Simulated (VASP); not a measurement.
# TaN (P-6m2) in VASP: a series of runs, part 3 of 3

VASP 6.6.1. The steps go on from the part before.

## Step 9: Elastic constants, r2SCAN

The input, POSCAR:

```
TaN
1.0
    2.9380000000      0.0000000000      0.0000000000
   -1.4690000000      2.5443826363      0.0000000000
    0.0000000000      0.0000000000      2.8830000000
Ta N
1 1
Direct
    0.0000000000      0.0000000000      0.5000000000
    0.6666666667      0.3333333333      0.0000000000
```

The input, INCAR.step1:

```
SYSTEM = TaN
ALGO = Normal
EDIFF = 1E-8
EDIFFG = -0.002
ENCUT = 600
IBRION = 2
ISIF = 3
ISMEAR = 0
LASPH = .True.
LCHARG = .False.
LMIXTAU = .True.
LREAL = .False.
LWAVE = .False.
METAGGA = R2SCAN
NELM = 60
NSW = 40
PREC = Accurate
SIGMA = 0.05
```

The input, INCAR.step2:

```
SYSTEM = TaN
ALGO = Normal
EDIFF = 1E-8
ENCUT = 600
IBRION = 6
ISIF = 3
ISMEAR = 0
LASPH = .True.
LCHARG = .False.
LMIXTAU = .True.
LREAL = .False.
LWAVE = .False.
METAGGA = R2SCAN
NELM = 60
NFREE = 2
NSW = 1
POTIM = 0.015
PREC = Accurate
SIGMA = 0.05
```

The input, KPOINTS:

```
k-points
0
Gamma
  7 7 7
  0 0 0
```

Potentials or basis: VASP PAW PBE potentials, release 64 (Ta_pv, N).

Started as:

```sh
$ cat potpaw_PBE.64/Ta_pv/POTCAR potpaw_PBE.64/N/POTCAR > POTCAR
$ cp INCAR.step1 INCAR
$ mpirun -np 1 vasp_std > vasp.out
$ cp CONTCAR POSCAR
$ cp INCAR.step2 INCAR
$ mpirun -np 1 vasp_std > vasp.out
```

OUTCAR:

```text
SYSTEM = TaN
   EDIFF = 1E-8
   ENCUT = 600
   IBRION = 6
   ISIF = 3
   ISMEAR = 0
   LASPH = .True.
   LREAL = .False.
   METAGGA = R2SCAN
   NELM = 60
   NFREE = 2
   NSW = 1
   POTIM = 0.015
   PREC = Accurate

 ion  position               nearest neighbor table
   1  0.000  0.000  0.500-   2 2.23   2 2.23   2 2.23   2 2.23   2 2.23   2 2.23
   2  0.667  0.333  0.000-   1 2.23   1 2.23   1 2.23   1 2.23   1 2.23   1 2.23

  LATTYP: Found a hexagonal cell.
 ALAT       =     2.9416778551
 C/A-ratio  =     0.9814179328

  Lattice vectors:

 A1 = (   2.9416778551,   0.0000000000,   0.0000000000)
 A2 = (  -1.4708389275,   2.5475677522,   0.0000000000)
 A3 = (   0.0000000000,   0.0000000000,   2.8870153995)

Analysis of symmetry for initial positions (statically):
=====================================================================
 Subroutine PRICEL returns:
 Original cell was already a primitive cell.

 Routine SETGRP: Setting up the symmetry group for a
 hexagonal supercell.

 Subroutine GETGRP returns: Found 12 space group operations
 (whereof 12 operations were pure point group operations)
 out of a pool of 24 trial point group operations.

The static configuration has the point symmetry D_3h.

Analysis of symmetry for dynamics (positions and initial velocities):
=====================================================================
 Subroutine PRICEL returns:
 Original cell was already a primitive cell.

 Routine SETGRP: Setting up the symmetry group for a
 hexagonal supercell.

 Subroutine GETGRP returns: Found 12 space group operations
 (whereof 12 operations were pure point group operations)
 out of a pool of 24 trial point group operations.

The dynamic configuration has the point symmetry D_3h.

 Subroutine INISYM returns: Found 12 space group operations
 (whereof 12 operations are pure point group operations),
 and found     1 'primitive' translations

----------------------------------------------------------------------------------------

                                     Primitive cell

  volume of cell :      21.6357

  direct lattice vectors                    reciprocal lattice vectors
     2.941677855  0.000000000  0.000000000     0.339942050  0.196265634  0.000000000
    -1.470838928  2.547567752  0.000000000     0.000000000  0.392531268  0.000000000
     0.000000000  0.000000000  2.887015400     0.000000000  0.000000000  0.346378478

  length of vectors
     2.941677855  2.941677855  2.887015400     0.392531268  0.392531268  0.346378478

  position of ions in fractional coordinates (direct lattice)
     0.000000000  0.000000000  0.500000000
[... 310 lines left out ...]

 number of electron      16.0000002 magnetization

 Free energy of the ion-electron system (eV)
  ---------------------------------------------------
  ext. energy  EPLUGINS =         0.00000000
  ---------------------------------------------------
  free energy    TOTEN  =       -60.39143576 eV

  energy without entropy =      -60.39142471  energy(sigma->0) =      -60.39143023

 E-fermi :   8.2528     XC(G=0): -14.3234

 val. band max:        8.1521496973   @ k =   0.0000   0.0000   0.4286
 cond. band min:       8.3453923711   @ k =   0.0000   0.0000   0.2857
 fundamental gap:      0.1932426738
 Fermi energy:         8.2528064582

 k-point     1 :       0.0000    0.0000    0.0000
  band No.  band energies     occupation
      1     -27.9778      2.00000
      2     -27.7103      2.00000
      3     -27.7103      2.00000
      4     -10.6047      2.00000
      5       3.3645      2.00000
      6       3.3645      2.00000
      7       3.7890      2.00000
      8       5.0452      2.00000
      9      10.6342      0.00000
     10      11.9083      0.00000
     11      11.9083      0.00000
     12      12.3911      0.00000
[... 331 lines left out ...]
 k-point    24 :       0.2857    0.2857    0.2857
  band No.  band energies     occupation
      1     -28.4690      2.00000
      2     -28.3174      2.00000
      3     -28.2013      2.00000
      4      -8.3830      2.00000
      5       0.6181      2.00000
      6       1.6221      2.00000
      7       2.6739      2.00000
      8       7.2939      2.00000
      9      11.4034      0.00000
     10      12.8283      0.00000
     11      13.6642      0.00000
     12      14.7253      0.00000

 [... further k-points ...]

------------------------ aborting loop because EDIFF is reached ----------------------------------------

  FORCE on cell =-STRESS in cart. coord.  units (eV):
  Direction    XX          YY          ZZ          XY          YZ          ZX
  --------------------------------------------------------------------------------------
  -------------------------------------------------------------------------------------
  Total        0.0082601      0.0082601      0.0120555      0.0000000      0.0000000      0.0000000
  in kB        0.6116859      0.6116859      0.8927442      0.0000000      0.0000000      0.0000000
  external PRESSURE =       0.7053720 kB  Pullay stress =       0.0000000 kB
[... 17 lines left out ...]
  FREE ENERGIE OF THE ION-ELECTRON SYSTEM (eV)
  ---------------------------------------------------
  free  energy   TOTEN  =       -60.3914357579 eV

  energy  without entropy=      -60.3914247090  energy(sigma->0) =      -60.39143023

 INTERNAL STRAIN TENSORS FROM STRAINED CELLS
 ============================================

 INTERNAL STRAIN TENSOR FOR ION    1 for displacements in x,y,z  (eV/Angst):
          X           Y           Z          XY          YZ          ZX
  --------------------------------------------------------------------------------
  x    -0.00000     0.00000     0.00000     0.95042     0.00000    -0.00000
  y     0.97083    -0.95455    -0.00000     0.00006     0.00000     0.00005
  z     0.00000     0.00000     0.00000     0.00000     0.00086     0.00000

 INTERNAL STRAIN TENSORS FROM DISPLACED ATOMS
 ============================================

 INTERNAL STRAIN TENSOR FOR ION    1 for displacements in x,y,z  (eV/Angst):
          X           Y           Z          XY          YZ          ZX
  --------------------------------------------------------------------------------
  x     0.00000    -0.00000     0.00000     0.93900     0.00000     0.00000
  y     0.93900    -0.93900     0.00000     0.00000     0.00000     0.00000
  z     0.00000     0.00000     0.00000     0.00000     0.00000     0.00000

 INTERNAL STRAIN TENSOR FOR ION    2 for displacements in x,y,z  (eV/Angst):
          X           Y           Z          XY          YZ          ZX
  --------------------------------------------------------------------------------
  x     0.00000     0.00000     0.00000    -0.94306     0.00000     0.00000
  y    -0.94306     0.94306     0.00000     0.00000     0.00000     0.00000
  z     0.00000     0.00000     0.00000     0.00000     0.00000     0.00000

 Eigenvectors and eigenvalues of the dynamical matrix
 ----------------------------------------------------

   1 f  =   16.190755 THz   101.729512 2PiTHz  540.065446 cm-1    66.959551 meV
             X         Y         Z           dx          dy          dz
      0.000000  0.000000  1.443508    -0.000000    0.000000   -0.267917
      1.470839  0.849189  0.000000     0.000000    0.000000    0.963442
[... 21 lines left out ...]
   6 f/i=    0.001235 THz     0.007762 2PiTHz    0.041205 cm-1     0.005109 meV
             X         Y         Z           dx          dy          dz
      0.000000  0.000000  1.443508     0.000000    0.000000    0.963442
      1.470839  0.849189  0.000000    -0.000000    0.000000    0.267917

--------------------------------------------------------------------------------------------------------

 ELASTIC MODULI CONTR FROM IONIC RELAXATION (kBar)
 Direction    XX          YY          ZZ          XY          YZ          ZX
 --------------------------------------------------------------------------------
 XX          -4.8573      4.8573      0.0000      0.0000      0.0000      0.0000
 YY           4.8573     -4.8573      0.0000     -0.0000      0.0000      0.0000
 ZZ           0.0000      0.0000      0.0000      0.0000      0.0000      0.0000
 XY           0.0000     -0.0000      0.0000     -4.8573      0.0000      0.0000
 YZ           0.0000      0.0000      0.0000      0.0000      0.0000      0.0000
 ZX           0.0000      0.0000      0.0000      0.0000      0.0000      0.0000
 --------------------------------------------------------------------------------

 TOTAL ELASTIC MODULI (kBar)
 Direction    XX          YY          ZZ          XY          YZ          ZX
 --------------------------------------------------------------------------------
 XX        6908.4581   1894.0465   1572.5870      0.0000      0.0000     -0.0000
 YY        1894.0465   6908.4581   1572.5870     -0.0000      0.0000      0.0000
 ZZ        1572.5870   1572.5870   8564.4660      0.0000      0.0000      0.0000
 XY           0.0000     -0.0000      0.0000   2507.2058      0.0000      0.0000
 YZ          -0.0000      0.0000      0.0000      0.0000   2473.8887      0.0000
 ZX          -0.0000      0.0000      0.0000      0.0000      0.0000   2473.9042
 --------------------------------------------------------------------------------
```

Wall time 20 min (1 thread of AMD EPYC 9R45 (Zen 5), shared host); peak memory 0.18 GiB.

What came out:

* Relaxed volume: 10.82 Å³/atom
* Relaxed cell: a = 2.942 Å, b = 2.942 Å, c = 2.887 Å, α = 90.00°, β = 90.00°, γ = 120.00°
* Space group after relaxing (to 0.05 Å): P-6m2 (No. 187)
* Voigt bulk modulus: 361 GPa
* Highest phonon frequency at Γ, LO-TO splitting left out: 540 cm⁻¹

Step by step:
| step | energy change (eV) | largest force (eV/Å) | pressure (GPa) | volume (Å³) |
| --- | --- | --- | --- | --- |
| 1 | 0.0000 | 0.0000 | 1.44 | 21.55 |
| 2 | 0.0021 | 0.0000 | -3.56 | 21.86 |
| 3 | -0.0004 | 0.0000 | 0.00 | 21.64 |
| 4 | -0.0004 | 0.0000 | 0.03 | 21.64 |
| 5 | -0.0004 | 0.0000 | 0.02 | 21.64 |
| 6 | -0.0004 | 0.0000 | 0.02 | 21.64 |

Final structure:
```
Ta N
1.0
     2.94168    0.00000    0.00000
    -1.47084    2.54757    0.00000
     0.00000    0.00000    2.88702
Ta N
1 1
Cartesian
  0.0000 0.0000 1.4435
  1.4708 0.8492 0.0000
```

Phonon frequencies in cm⁻¹ (negative: imaginary):
| q point | frequencies |
| --- | --- |
| (0.000, 0.000, 0.000) | 0 0 0 532 532 540 |

Elastic tensor in Voigt notation (GPa, in the Cartesian axes of the cell as first typed):
```
691 189 157   0   0   0
189 691 157   0   0   0
157 157 856   0   0   0
  0   0   0 247   0   0
  0   0   0   0 247   0
  0   0   0   0   0 251
```

Clamped-ion elastic tensor (GPa):
```
691 189 157   0   0   0
189 691 157   0   0   0
157 157 856   0   0   0
  0   0   0 247   0   0
  0   0   0   0 247   0
  0   0   0   0   0 251
```

Caveat: the PAW data sets were made with another functional, which shifts forces and pressure a little. Spin-orbit coupling is left out, which matters for the levels of Ta.
